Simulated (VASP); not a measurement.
A run of VASP 6.6.1 is set up as follows.

Contents of POSCAR:

```
Os
1.0
    0.0000000000      2.5271650258      2.5271650258
    2.5271650258      0.0000000000      2.5271650258
    2.5271650258      2.5271650258      0.0000000000
Os
2
Direct
    0.5000000000      0.5000000000      0.5000000000
    0.7500000000      0.7500000000      0.7500000000
```

The input INCAR.step1:

```
ALGO = Normal
EDIFF = 1E-4
ENCUT = 520
GGA = PE
ISMEAR = 0
LASPH = T
LCHARG = F
LREAL = F
LWAVE = T
NBANDS = 15
NELM = 100
PREC = Accurate
SIGMA = 0.1
```

INCAR.step2

```
ALGO = Normal
EDIFF = 1E-7
ENCUT = 520
ISIF = 2
ISMEAR = 0
ISTART = 1
LASPH = T
LCHARG = F
LMIXTAU = T
LREAL = F
LWAVE = F
METAGGA = R2SCAN
NBANDS = 15
NELM = 100
PREC = Accurate
SIGMA = 0.1
```

Contents of KPOINTS:

```
k-points
0
Gamma
  6 6 6
```

Potentials or basis: VASP PAW PBE potentials, release 64 (Os).

The run is started by

```bash
$ cat potpaw_PBE.64/Os/POTCAR > POTCAR
$ cp INCAR.step1 INCAR
$ mpirun -np 1 vasp_std > vasp.out
$ cp INCAR.step2 INCAR
$ mpirun -np 1 vasp_std > vasp.out
```

Q: Predict the band gap on the k mesh.

A: None (metal or under the smearing width).

Q: Estimate the pressure.

A: 98.5 GPa.

Caveat: a pressure of tens of GPa on the cell as given is suspect, and the run, the potentials or the cell itself is likely at fault; the PAW data sets were made with another functional, which shifts forces and pressure a little. The run has no spin-orbit coupling, so splittings on Os are missing.
